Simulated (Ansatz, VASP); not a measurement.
**SiC: VASP beside Ansatz**

```
CELL_PARAMETERS angstrom
0.00000 2.17814 2.28705
2.17814 0.00000 2.28705
2.17814 2.17814 0.00000
ATOMIC_POSITIONS crystal
Si 0.00000 0.00000 0.00000
C 0.75000 0.75000 0.75000
```

Change from the starting cell: strain +0.000 along x and y, +0.050 along z, atoms carried along.

Alike in both runs: task single point; functional r2SCAN; k mesh 10 × 10 × 10; occupations gaussian, width 0.05 eV; no spin polarisation.

|  | VASP | Ansatz |
| --- | --- | --- |
| version | VASP 6.6.1 | Ansatz 0.2.0 |
| potentials or method | VASP PAW PBE potentials, release 64 (Si, C) | scalar-relativistic, plane waves, PAW |
| plane-wave cutoff (eV) | 520 | 500 |
| valence electrons in the cell | 8 | 8 |

VASP gave:

* gap on the k mesh at the Fermi level (eV): 1.49
* least direct gap on the mesh (eV): 4.95
* pressure (GPa): -10.3
* largest component of the traceless stress (GPa): 9.85

Question: Estimate Ansatz's values.

Answer: gap on the k mesh at the Fermi level (eV): 1.48; least direct gap on the mesh (eV): 4.94; pressure (GPa): -10.2; largest component of the traceless stress (GPa): 9.82.

Caveats: the PAW data sets were made with another functional, which shifts forces and pressure a little (VASP). A k mesh can miss the band edges.
